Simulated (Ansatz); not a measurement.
**KBr: frozen-core PAW against all-electron methods**

```xyz
2
Lattice="4.0435 0.0000 0.0000 0.0000 4.0435 0.0000 0.0000 0.0000 4.0435" Properties=species:S:1:pos:R:3 pbc="T T T"
K     0.0000    0.0000    0.0000
Br    2.0217    2.0217    2.0217
```

Atoms are numbered in the order listed.

The conventional cell has a = 4.043 Å, b = 4.043 Å, c = 4.043 Å, α = 90.00°, β = 90.00°, γ = 90.00°. Around K (atom 1) lie 8 Br at 3.50 Å. Around Br (atom 2) lie 8 K at 3.50 Å.

Structure from Materials Project entry mp-570891 (possibly hypothetical), not relaxed further.

All numbers are computed: DFT, LDA, PAW with Ansatz's default frozen-core files, scalar-relativistic (Ansatz 0.2.0); DFT, LDA, all-electron PAW with datasets made for the crystal, scalar-relativistic (Ansatz 0.2.0); DFT, LDA, all-electron LAPW, scalar-relativistic (Ansatz 0.2.0).

For PAW: a Γ-centred 6×6×6 k mesh, Fermi–Dirac smearing of 0.01 eV, cutoff 420 eV, no spin polarisation; the PAW files were made with PBE, and the program remakes their frozen cores for this functional. The crystal-made all-electron datasets (AE datasets) take a cutoff of 220 eV at this cell. LAPW targets a basis error of 1 meV/atom. The Ansatz runs share mesh, smearing and spin set-up. Plane-wave (PAW) pressures include the program's estimate of the Pulay term.

Stress and pressure are positive in compression.

Levels count from the top of the valence band.

| quantity | PAW | AE datasets | LAPW |
| --- | --- | --- | --- |
| pressure (GPa) | -2.64 | -2.64 | -2.64 |
| band gap (eV) | 3.472 | 3.473 | 3.473 |
| highest filled level at R (eV) | -1.462 | -1.462 | -1.462 |
| lowest empty level at R (eV) | 7.105 | 7.107 | 7.107 |
| highest filled level at Γ (eV) | -0.268 | -0.268 | -0.268 |
| lowest empty level at Γ (eV) | 3.472 | 3.473 | 3.473 |

PAW's pressure differs from the LAPW value by about 0.01 GPa or less.
